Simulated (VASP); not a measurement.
Wanted: the native input for a VASP 6.6.1 run.

- Task: single point
- Functional: PBE
- Potentials or basis: VASP PAW PBE potentials, release 64 (Mg, O)
- Cutoff: 520 eV
- k mesh: 9 × 9 × 6
- Occupations: gaussian, width 0.05 eV
- Spin: no spin polarisation
- Dipole correction: no
- Further INCAR settings: ALGO = Normal; EDIFF = 1e-06; NBANDS = 16

The structure of MgO lies in POSCAR:

```
MgO
1.0
    3.4919221997      0.0000000000      0.0000000000
   -1.7459610999      3.0240933330      0.0000000000
    0.0000000000      0.0000000000      4.4712249954
Mg O
2 2
Direct
    0.3333333333      0.6666666667      0.0021597400
    0.6666666667      0.3333333333      0.5021597400
    0.3333333333      0.6666666667      0.4024402600
    0.6666666667      0.3333333333      0.9024402600
```

Measurements of this composition are mostly on another form, of space group No. 225.

These files were run (other wordings do the same):

INCAR

```
SYSTEM = MgO
ALGO = Normal ; EDIFF = 1E-6
ENCUT = 520 ; GGA = PE
ISIF = 2 ; ISMEAR = 0
LASPH = .True. ; LCHARG = .False.
LREAL = .False. ; LWAVE = .False.
NBANDS = 16 ; NELM = 100
PREC = Accurate ; SIGMA = 0.05
```

KPOINTS

```
k-points
0
Gamma
  9 9 6
  0 0 0
```

Potentials or basis: VASP PAW PBE potentials, release 64 (Mg, O).

Run with:

```sh
$ cat potpaw_PBE.64/Mg/POTCAR potpaw_PBE.64/O/POTCAR > POTCAR
$ mpirun -np 1 vasp_std > vasp.out
```

It gave:

```json
{
 "Pressure": "6.3 GPa",
 "Largest force": "2.796 eV/Å",
 "Band gap on the k mesh": "3.29 eV, direct"
}
```

Caveat: an odd mesh through Γ misses points on the zone boundary, where band edges often lie; forces of over 1 eV/Å show positions far from the minimum, so gaps and moduli don't describe the material at rest.

Run time: 26 s on 1 thread of Intel(R) Xeon(R) Platinum 8488C (Sapphire Rapids), with other jobs on the host, peak memory 0.18 GiB.
